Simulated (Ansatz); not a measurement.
**SiNi: which structure wins at one pressure**

Aim: bring SiNi in several structures (rocksalt, CsCl, WC, NiAs, zincblende) to one pressure and rank them by enthalpy. The pressure is set by scaling the first phase. The runs shown use LAPW. Companion runs by PAW are cited.

Computed with Ansatz 0.2.0 (DFT, PBE, all-electron LAPW, scalar-relativistic, unless a step's input says otherwise).

**1. Starting point**

The structure is cubic, space group Fm-3m (No. 225). Conventional cell: a = 4.741 Å, b = 4.741 Å, c = 4.741 Å, α = 90.00°, β = 90.00°, γ = 90.00°. Ni (site symmetry m-3m) has 6 Si at 2.37 Å as nearest neighbours. Si (site symmetry m-3m) is surrounded by 6 Ni at 2.37 Å.

Coordinates:

```
Ni Si
1.0
     0.00000    2.37031    2.37031
     2.37031    0.00000    2.37031
     2.37031    2.37031    0.00000
Ni Si
1 1
Direct
  0.00000 0.00000 0.00000
  0.50000 0.50000 0.50000
```

Atoms are numbered in the order of the input: Ni1, Si2.

**2. Rocksalt relaxed under pressure, LAPW**

Contents of input.yaml:

```yaml
crystal:
  lattice:
    - [0.0, 2.3703144354, 2.3703144354]
    - [2.3703144354, 0.0, 2.3703144354]
    - [2.3703144354, 2.3703144354, 0.0]
  atoms:
    - { symbol: Ni, position: [0.0, 0.0, 0.0] }
    - { symbol: Si, position: [0.5, 0.5, 0.5] }
kpoints:
  mp_grid: { grid: [14, 14, 14] }
scf:
  occupations: { method: fermi_dirac, width: 0.1 }
hamiltonian:
  xc: pbe
  pseudopotentials: { kind: all_electron, lapw: { basis_error: 0.0005 } }
output:
  forces: true
  stress: true
  eigenvalues: true
relax:
  f_tol: 0.005
  max_steps: 12
  cell: { p_target: 0.087, stress_tol: 0.03 }
```

Launch:

```console
$ ansatz run input.yaml --threads 1 --pin off --max-ram 3584MiB --backend cpu --events-out ev --progress --plain --runs-dir out
```

What it wrote, shortened:

```text
[...]
LAPW: plane waves up to 9.351 Å⁻¹, error target 5.0e-4 eV per atom; small_component_spin mean_spin; Si in spheres of 1.053 Å, 12 of its electrons in bands, Dirac shells []; Ni in spheres of 1.246 Å, 18 of its electrons in bands, Dirac shells []
[...]
Pseudopotentials: kind: all_electron
Pseudopotential: Ni, LAPW, valence charge 18, Koelling and Harmon's equation, gaussian nucleus
Pseudopotential: Si, LAPW, valence charge 12, Koelling and Harmon's equation, gaussian nucleus
Functional definition: PBE
[...]
Crystal: 2 atoms, lattice volume = 26.635 Å³
Basis set: ecut = 333.1232463560762 eV, 339 PW (Γ), exchange–correlation at level 2
Bands: 19, of which v1, the nominal top of the filled ones, is band 15 counted from 1 (14 counted from 0)
Symmetry: 48 space group operations
Space group: Fm-3m (ITA 225), of the structure as read, at distance tolerance 3.0e-5 Å
k-points: 104 of 2744
[...]
SCF iter   1: F=—  HF=-49275.732300 eV  |F-HF|=—  |Δ(HF+E_count)|=         —  Δρ=5.49e-2  dr2=1.13e0  ethr=3.78e-3  ⟨swp⟩=2.0  Hψ=13046  notcnv=0
[...]
the basis was enlarged: its passes take 271.8 KiB over the memory plan, 1 of 1 planned eigensolver slots
[...]
relax step   1: F+E_penalty+E_count = -49275.10853356 eV  Δ(F+E_penalty+E_count) = +0.000e0 eV  max|allowed force component| = 6.705e-30 eV/Å  Δτ_max = 0.0000 Å  P = +0.084 GPa  Ω = 26.635 Å³  (11 SCF iters, accepted)
[...]
relax step   2: F+E_penalty+E_count = -49275.10853357 eV  Δ(F+E_penalty+E_count) = -1.149e-8 eV  max|allowed force component| = 7.363e-30 eV/Å  Δτ_max = 0.0000 Å  P = +0.084 GPa  Ω = 26.635 Å³  stress off target by 2.95e-3 GPa  SCF on the basis re-selected at this cell (its energy is not [...]
SCF converged after 3 iterations
Free energy (F): -49275.108534 eV
[...]
E sigma→0 (E₀):  -49275.088472 eV
Entropy (-TS):   -0.040123 eV (-20.062 meV/atom)
Fermi energy:    13.865007 eV
[...]
--- Forces (eV/Å), atoms counted from 1 ---
  atom   1  Ni     0.00000000    -0.00000000    -0.00000000
  atom   2  Si    -0.00000000     0.00000000    -0.00000000
[...]
--- Stress (GPa, compression-positive) ---
        0.084055       0.000000      -0.000000
        0.000000       0.084055      -0.000000
       -0.000000      -0.000000       0.084055
  P = ⅓ Tr σ = 0.0841 GPa (0.841 kbar)
--- Band table (eV; the first three rows and the last of 104) ---
  k-point 0: bands = ["-120.5100", "-89.5370", "-76.5569", "-76.5569", "-76.5569", "-49.9464", "-49.9464", "-49.9464", "1.8609", "11.4123", "11.4123", "11.4123", "11.4328", "11.4328", "17.8625", "17.8625", "17.8625", "23.9273", "23.9273"]
[...]
--- Relaxed structure (1 steps of the walk, 1 accepted, 1 SCFs on fresh bases) ---
  F+E_penalty+E_count = -49275.10853357 eV   max|allowed force component| = 7.363e-30 eV/Å   (the final SCF, on the basis selected at the relaxed cell)
  cell:  # Å, volume = 26.6347 Å³
    - [0.0, 2.3703144354, 2.3703144354]
    - [2.3703144354, 0.0, 2.3703144354]
    - [2.3703144354, 2.3703144354, 0.0]
  atoms:
    - { symbol: Ni, position: [0.0, 0.0, 0.0] }
    - { symbol: Si, position: [0.5000000000000001, 0.5000000000000001, 0.5000000000000001] }
```

Wall time 31 s (1 thread of Intel Xeon Platinum 8375C at 2.90GHz (Ice Lake), shared host); peak memory 0.49 GiB.

Step by step:

| step | energy from step 1 (eV/cell) | largest force component (eV/Å) | pressure (GPa) | volume (Å³) |
| --- | --- | --- | --- | --- |
| 1 | 0.0000 | 0.0000 | 0.08 | 26.63 |
| 2 | 0.0000 | 0.0000 | 0.08 | 26.63 |

Step 1 is the start. Step 2 repeats the geometry before on a plane-wave basis chosen anew for that cell, so the energy can jump there without any move; the table keeps such jumps.

| input's cell | before | after | change |
| --- | --- | --- | --- |
| a (Å) | 3.352 | 3.352 | +0.0 % |
| b (Å) | 3.352 | 3.352 | +0.0 % |
| c (Å) | 3.352 | 3.352 | +0.0 % |
| volume (Å³/atom) | 13.32 | 13.32 | +0.0 % |

In short: pressure 0.08 GPa; no gap.

**3. CsCl relaxed under pressure, LAPW**

input.yaml: that of step 2 with these lines changed.

```diff
@@ -2,5 +2,5 @@
   lattice:
-    - [0.0, 2.3703144354, 2.3703144354]
-    - [2.3703144354, 0.0, 2.3703144354]
-    - [2.3703144354, 2.3703144354, 0.0]
+    - [2.8377052097, 0.0, 0.0]
+    - [0.0, 2.8377052097, 0.0]
+    - [0.0, 0.0, 2.8377052097]
   atoms:
```

Launch:

```console
$ ansatz run input.yaml --threads 1 --pin off --max-ram 3584MiB --backend cpu --events-out ev --progress --plain --runs-dir out
```

What it wrote, shortened:

```text
[...]
LAPW: plane waves up to 8.935 Å⁻¹, error target 5.0e-4 eV per atom; small_component_spin mean_spin; Si in spheres of 1.088 Å, 12 of its electrons in bands, Dirac shells []; Ni in spheres of 1.295 Å, 18 of its electrons in bands, Dirac shells []
[...]
Pseudopotentials: kind: all_electron
Pseudopotential: Ni, LAPW, valence charge 18, Koelling and Harmon's equation, gaussian nucleus
Pseudopotential: Si, LAPW, valence charge 12, Koelling and Harmon's equation, gaussian nucleus
Functional definition: PBE
[...]
Crystal: 2 atoms, lattice volume = 22.851 Å³
Basis set: ecut = 304.16468526776436 eV, 257 PW (Γ), exchange–correlation at level 2
Bands: 19, of which v1, the nominal top of the filled ones, is band 15 counted from 1 (14 counted from 0)
Symmetry: 48 space group operations
Space group: Pm-3m (ITA 221), of the structure as read, at distance tolerance 2.8e-5 Å
k-points: 120 of 2744
[...]
  atom   2  Si    -0.00000000     0.00000000    -0.00000000
[...]
--- Stress (GPa, compression-positive) ---
        0.098841       0.000000       0.000000
        0.000000       0.098841       0.000000
        0.000000       0.000000       0.098841
  P = ⅓ Tr σ = 0.0988 GPa (0.988 kbar)
--- Band table (eV; the first three rows and the last of 120) ---
  k-point 0: bands = ["-117.7207", "-86.4576", "-73.7691", "-73.7691", "-73.7691", "-46.8598", "-46.8598", "-46.8598", "3.4743", "13.4356", "13.4356", "15.2973", "15.2973", "15.2973", "20.0236", "20.0236", "20.0236", "24.3395", "24.3395"]
[...]
--- Relaxed structure (1 steps of the walk, 1 accepted, 1 SCFs on fresh bases) ---
  F+E_penalty+E_count = -49275.69113199 eV   max|allowed force component| = 6.574e-32 eV/Å   (the final SCF, on the basis selected at the relaxed cell)
  cell:  # Å, volume = 22.8508 Å³
    - [2.8377052097, 0.0, 0.0]
    - [0.0, 2.8377052097, 0.0]
    - [0.0, 0.0, 2.8377052097]
  atoms:
    - { symbol: Ni, position: [0.0, 0.0, 0.0] }
    - { symbol: Si, position: [0.5, 0.5, 0.5] }
```

It took 26 s on 1 thread of Intel Xeon Platinum 8375C at 2.90GHz (Ice Lake), shared host; peak memory 0.47 GiB.

Step by step:

| step | energy from step 1 (eV/cell) | largest force component (eV/Å) | pressure (GPa) | volume (Å³) |
| --- | --- | --- | --- | --- |
| 1 | 0.0000 | 0.0000 | 0.10 | 22.85 |
| 2 | 0.0000 | 0.0000 | 0.10 | 22.85 |

Step 1 is the start. Step 2 repeats the geometry before on a plane-wave basis chosen anew for that cell, so the energy can jump there without any move; the table keeps such jumps.

| input's cell | before | after | change |
| --- | --- | --- | --- |
| a (Å) | 2.838 | 2.838 | +0.0 % |
| b (Å) | 2.838 | 2.838 | +0.0 % |
| c (Å) | 2.838 | 2.838 | +0.0 % |
| volume (Å³/atom) | 11.43 | 11.43 | +0.0 % |

Read from it: pressure 0.10 GPa; no gap.

**4. WC relaxed under pressure, LAPW**

Contents of input.yaml:

```yaml
crystal:
  lattice:
    - [3.4854604229, 0.0, 0.0]
    - [-1.7427302115, 3.0184972701, 0.0]
    - [0.0, 0.0, 2.4874591892]
  atoms:
    - { symbol: Ni, position: [0.0, 0.0, 0.0] }
    - { symbol: Si, position: [0.3333333333, 0.6666666667, 0.5] }
kpoints:
  mp_grid: { grid: [15, 15, 13] }
scf:
  occupations: { method: fermi_dirac, width: 0.1 }
hamiltonian:
  xc: pbe
  pseudopotentials: { kind: all_electron, lapw: { basis_error: 0.0005 } }
output:
  forces: true
  stress: true
  eigenvalues: true
relax:
  f_tol: 0.005
  max_steps: 12
  cell: { p_target: 0.087, stress_tol: 0.03 }
```

Launch:

```console
$ ansatz run input.yaml --threads 1 --pin off --max-ram 3584MiB --backend cpu --events-out ev --progress --plain --runs-dir out
```

What it wrote, shortened:

```text
[...]
LAPW: plane waves up to 9.709 Å⁻¹, error target 5.0e-4 eV per atom; small_component_spin mean_spin; Si in spheres of 1.088 Å, 12 of its electrons in bands, Dirac shells []; Ni in spheres of 1.206 Å, 18 of its electrons in bands, Dirac shells []
[...]
Pseudopotentials: kind: all_electron
Pseudopotential: Ni, LAPW, valence charge 18, Koelling and Harmon's equation, gaussian nucleus
Pseudopotential: Si, LAPW, valence charge 12, Koelling and Harmon's equation, gaussian nucleus
Functional definition: PBE
[...]
Crystal: 2 atoms, lattice volume = 26.170 Å³
Basis set: ecut = 359.13790362495473 eV, 403 PW (Γ), exchange–correlation at level 2
Bands: 19, of which v1, the nominal top of the filled ones, is band 15 counted from 1 (14 counted from 0)
Symmetry: 12 space group operations
Space group: P-6m2 (ITA 187), of the structure as read, at distance tolerance 3.0e-5 Å
[...]
        0.078756       0.000000      -0.000000
        0.000000       0.078756       0.000000
       -0.000000       0.000000       0.079395
  P = ⅓ Tr σ = 0.0790 GPa (0.790 kbar)
--- Band table (eV; the first three rows and the last of 189) ---
  k-point 0: bands = ["-120.2697", "-89.4979", "-76.3137", "-76.3097", "-76.3097", "-49.9046", "-49.8675", "-49.8675", "1.6617", "10.4205", "10.5311", "10.5311", "12.5445", "12.5445", "16.7570", "16.7570", "18.9937", "20.3808", "20.3808"]
[...]
--- Relaxed structure (1 steps of the walk, 1 accepted, 1 SCFs on fresh bases) ---
  F+E_penalty+E_count = -49275.90350528 eV   max|allowed force component| = 4.626e-18 eV/Å   (the final SCF, on the basis selected at the relaxed cell)
  cell:  # Å, volume = 26.1702 Å³
    - [3.4854604228903856, 2.8867516656111704e-11, 0.0]
    - [-1.7427302114701928, 3.0184972700938926, 0.0]
    - [0.0, 0.0, 2.4874591892]
  atoms:
    - { symbol: Ni, position: [-3.0814879110195774e-33, -3.700743415524894e-17, 0.0] }
    - { symbol: Si, position: [0.33333333333333326, 0.6666666666666665, 0.5] }
```

Run time: 66 s. Hardware: 1 thread of Intel Xeon Platinum 8375C at 2.90GHz (Ice Lake), shared host; peak memory 0.61 GiB.

Relaxation path:

```csv
step,energy from step 1 (eV/cell),largest force component (eV/Å),pressure (GPa),volume (Å³)
1,0.0000,0.0000,0.08,26.17
2,0.0000,0.0000,0.08,26.17
```

Step 1 is the start. Step 2 repeats the geometry before on a plane-wave basis chosen anew for that cell, so the energy can jump there without any move; the table keeps such jumps.

| input's cell | before | after | change |
| --- | --- | --- | --- |
| a (Å) | 3.485 | 3.485 | -0.0 % |
| b (Å) | 3.485 | 3.485 | -0.0 % |
| c (Å) | 2.487 | 2.487 | +0.0 % |
| volume (Å³/atom) | 13.09 | 13.09 | -0.0 % |

This run gives: pressure 0.08 GPa; no gap.

**5. NiAs at the cell that PAW relaxed, LAPW**

Contents of input.yaml:

```yaml
crystal:
  lattice:
    - [3.5100687287, 0.0, 0.0]
    - [-1.7550343643, 3.0398086881, 0.0]
    - [0.0, 0.0, 4.8221833284]
  atoms:
    - { symbol: Ni, position: [0.0, 0.0, 0.0] }
    - { symbol: Ni, position: [0.0, 0.0, 0.5] }
    - { symbol: Si, position: [0.3333333333, 0.6666666667, 0.25] }
    - { symbol: Si, position: [0.6666666667, 0.3333333333, 0.75] }
kpoints:
  mp_grid: { grid: [11, 11, 6] }
scf:
  occupations: { method: fermi_dirac, width: 0.1 }
hamiltonian:
  xc: pbe
  pseudopotentials: { kind: all_electron, lapw: { basis_error: 0.0005 } }
output:
  forces: true
  stress: true
  eigenvalues: true
  populations: true
```

Launch:

```console
$ ansatz run input.yaml --threads 1 --pin off --max-ram 3584MiB --backend cpu --events-out ev --progress --plain --runs-dir out
```

What it wrote, shortened:

```text
Ni: projections on atomic orbitals take those of the free atom 1s2 2s2 2p6 3s2 3p6 3d8 4s2, of charge +0.00 (hamiltonian.pseudopotentials.projection_atoms)
Si: projections on atomic orbitals take those of the free atom 1s2 2s2 2p6 3s2 3p2, of charge +0.00 (hamiltonian.pseudopotentials.projection_atoms)
LAPW: plane waves up to 9.717 Å⁻¹, error target 5.0e-4 eV per atom; small_component_spin mean_spin; Si in spheres of 1.152 Å, 12 of its electrons in bands, Dirac shells []; Ni in spheres of 1.206 Å, 18 of its electrons in bands, Dirac shells []
[...]
Pseudopotentials: kind: all_electron
Pseudopotential: Ni, LAPW, valence charge 18, Koelling and Harmon's equation, gaussian nucleus
Pseudopotential: Si, LAPW, valence charge 12, Koelling and Harmon's equation, gaussian nucleus
Functional definition: PBE
[...]
Crystal: 4 atoms, lattice volume = 51.452 Å³
[...]
SCF converged after 10 iterations
Free energy (F): -98551.908860 eV
[...]
E sigma→0 (E₀):  -98551.878084 eV
Entropy (-TS):   -0.061551 eV (-15.388 meV/atom)
Fermi energy:    14.363702 eV
[...]
--- Forces (eV/Å), atoms counted from 1 ---
  atom   1  Ni     0.00000000     0.00000000     0.00000000
  atom   2  Ni     0.00000000    -0.00000000     0.00000000
  atom   3  Si    -0.00000000     0.00000000     0.00000000
  atom   4  Si     0.00000000    -0.00000000    -0.00000000
[...]
--- Stress (GPa, compression-positive) ---
        0.071422      -0.000000       0.000000
       -0.000000       0.071422      -0.000000
        0.000000      -0.000000       0.048374
  P = ⅓ Tr σ = 0.0637 GPa (0.637 kbar)
--- Band table (eV; the first three rows and the last of 64) ---
[...]
--- Löwdin populations: 4 sites ---
  site symbol       q [e]
     0     Ni     27.4572
     1     Ni     27.4572
     2     Si     14.3304
     3     Si     14.3304
  spilling = 0.005058 (of n_electrons = 84.000000)
```

It took 43 s on 1 thread of Intel Xeon Platinum 8375C at 2.90GHz (Ice Lake), shared host; peak memory 0.67 GiB.

This run gives: pressure 0.06 GPa; no gap.

**6. Zincblende relaxed under pressure, LAPW**

Contents of input.yaml:

```yaml
crystal:
  lattice:
    - [0.0, 2.5743032521, 2.5743032521]
    - [2.5743032521, 0.0, 2.5743032521]
    - [2.5743032521, 2.5743032521, 0.0]
  atoms:
    - { symbol: Ni, position: [0.0, 0.0, 0.0] }
    - { symbol: Si, position: [0.25, 0.25, 0.25] }
kpoints:
  mp_grid: { grid: [13, 13, 13] }
scf:
  occupations: { method: fermi_dirac, width: 0.1 }
hamiltonian:
  xc: pbe
  pseudopotentials: { kind: all_electron, lapw: { basis_error: 0.0005 } }
output:
  forces: true
  stress: true
  eigenvalues: true
relax:
  f_tol: 0.005
  max_steps: 12
  cell: { p_target: 0.087, stress_tol: 0.03 }
```

Launch:

```console
$ ansatz run input.yaml --threads 1 --pin off --max-ram 3584MiB --backend cpu --events-out ev --progress --plain --runs-dir out
```

What it wrote, shortened:

```text
[...]
LAPW: plane waves up to 10.085 Å⁻¹, error target 5.0e-4 eV per atom; small_component_spin mean_spin; Si in spheres of 0.995 Å, 12 of its electrons in bands, Dirac shells []; Ni in spheres of 1.167 Å, 18 of its electrons in bands, Dirac shells []
[...]
Pseudopotentials: kind: all_electron
Pseudopotential: Ni, LAPW, valence charge 18, Koelling and Harmon's equation, gaussian nucleus
Pseudopotential: Si, LAPW, valence charge 12, Koelling and Harmon's equation, gaussian nucleus
Functional definition: PBE
[...]
Crystal: 2 atoms, lattice volume = 34.120 Å³
Basis set: ecut = 387.53433979994264 eV, 609 PW (Γ), exchange–correlation at level 2
Bands: 19, of which v1, the nominal top of the filled ones, is band 15 counted from 1 (14 counted from 0)
Symmetry: 24 space group operations
Space group: F-43m (ITA 216), of the structure as read, at distance tolerance 3.2e-5 Å
[...]
--- Stress (GPa, compression-positive) ---
        0.068317      -0.000000       0.000000
       -0.000000       0.068317      -0.000000
        0.000000      -0.000000       0.068317
  P = ⅓ Tr σ = 0.0683 GPa (0.683 kbar)
--- Band table (eV; the first three rows and the last of 84) ---
  k-point 0: bands = ["-124.2897", "-93.7574", "-80.3343", "-80.3343", "-80.3343", "-54.1649", "-54.1649", "-54.1649", "-0.5783", "6.5860", "6.5860", "6.5860", "7.6180", "7.6180", "14.9606", "14.9606", "14.9606", "16.6135", "16.6135"]
[...]
--- Relaxed structure (1 steps of the walk, 1 accepted, 1 SCFs on fresh bases) ---
  F+E_penalty+E_count = -49274.67593900 eV   max|allowed force component| = 5.782e-19 eV/Å   (the final SCF, on the basis selected at the relaxed cell)
  cell:  # Å, volume = 34.1200 Å³
    - [0.0, 2.5743032521, 2.5743032521]
    - [2.5743032521, 0.0, 2.5743032521]
    - [2.5743032521, 2.5743032521, 0.0]
  atoms:
    - { symbol: Ni, position: [0.0, 0.0, 0.0] }
    - { symbol: Si, position: [0.24999999999999997, 0.24999999999999997, 0.24999999999999997] }
```

It took 42 s on 1 thread of Intel Xeon Platinum 8375C at 2.90GHz (Ice Lake), shared host; peak memory 0.46 GiB.

Relaxation path:

| step | energy from step 1 (eV/cell) | largest force component (eV/Å) | pressure (GPa) | volume (Å³) |
| --- | --- | --- | --- | --- |
| 1 | 0.0000 | 0.0000 | 0.07 | 34.12 |
| 2 | 0.0000 | 0.0000 | 0.07 | 34.12 |

Step 1 is the start. Step 2 repeats the geometry before on a plane-wave basis chosen anew for that cell, so the energy can jump there without any move; the table keeps such jumps.

| input's cell | before | after | change |
| --- | --- | --- | --- |
| a (Å) | 3.641 | 3.641 | +0.0 % |
| b (Å) | 3.641 | 3.641 | +0.0 % |
| c (Å) | 3.641 | 3.641 | +0.0 % |
| volume (Å³/atom) | 17.06 | 17.06 | +0.0 % |

Result: pressure 0.07 GPa; no gap.

**7. The series in one table**

The PAW rows are taken from companion runs at the same settings.

Enthalpy per atom, H = F + pV at p = 0.087 GPa, from each method's lowest phase:

| method | start | space group, start → end | volume (Å³/atom) | pressure (GPa) | enthalpy (meV/atom) |
| --- | --- | --- | --- | --- | --- |
| LAPW | rocksalt | Fm-3m → Fm-3m | 13.317 | 0.1 | 423.2 |
| LAPW | CsCl | Pm-3m → Pm-3m | 11.425 | 0.1 | 130.9 |
| LAPW | WC | P-6m2 → P-6m2 | 13.085 | 0.1 | 25.6 |
| LAPW, at PAW's cell | NiAs | P6_3/mmc | 12.863 | 0.1 | 0.0 |
| LAPW | zincblende | F-43m → F-43m | 17.060 | 0.1 | 641.5 |
| PAW | rocksalt | Fm-3m → Fm-3m | 13.317 | 0.1 | 422.8 |
| PAW | CsCl | Pm-3m → Pm-3m | 11.425 | 0.1 | 131.2 |
| PAW | WC | P-6m2 → P-6m2 | 13.085 | 0.1 | 25.2 |
| PAW | NiAs | P6_3/mmc → P6_3/mmc | 12.863 | 0.1 | 0.0 |
| PAW | zincblende | F-43m → F-43m | 17.060 | 0.1 | 640.5 |

**8. Results**

```
     quantity                         value
     pressure                     0.087 GPa
lowest (LAPW)  NiAs, 25.6 meV/atom under WC
 lowest (PAW)  NiAs, 25.2 meV/atom under WC
```

What this shows: By LAPW the order is NiAs < WC < CsCl < rocksalt < zincblende. By PAW the order is NiAs < WC < CsCl < rocksalt < zincblende. The methods agree on the lowest phase. Only these structures were tried, with electrons smeared by 0.1 eV and without vibrations, so the true ground state may be another. The k meshes differ between phases and weren't tested, which can move differences by some meV. Spin polarisation is left out here, though a magnetic state may lie well lower.
